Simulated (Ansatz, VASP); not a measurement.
# ZrB: VASP beside Ansatz

```xyz
2
Lattice="3.0271 0.0000 0.0000 0.0000 3.0271 0.0000 0.0000 0.0000 3.0271" Properties=species:S:1:pos:R:3 pbc="T T T"
Zr    0.0000    0.0000    0.0000
B     1.5136    1.5136    1.5136
```

Alike in both runs: functional r2SCAN; k mesh 18 × 18 × 18; occupations gaussian, width 0.1 eV; no spin polarisation.

Ansatz relaxed the structure, and its values are those at the end. VASP's run is a single point on that final structure, the one shown.

```csv
,VASP,Ansatz
version,VASP 6.6.1,Ansatz 0.2.0
potentials or method,"VASP PAW PBE potentials, release 64 (Zr_sv, B)","scalar-relativistic, plane waves, PAW"
plane-wave cutoff (eV),520,500
valence electrons in the cell,15,15
```

|  | VASP | Ansatz | Ansatz less VASP |
| --- | --- | --- | --- |
| gap on the k mesh at the Fermi level (eV) | none | none | - |
| pressure (GPa) | 0.0 | 0.0 | -0.05 |

A gap of «none» marks a metal or a gap that the smearing closes.

Caveats: the PAW data sets were made with another functional, which shifts forces and pressure a little (VASP).
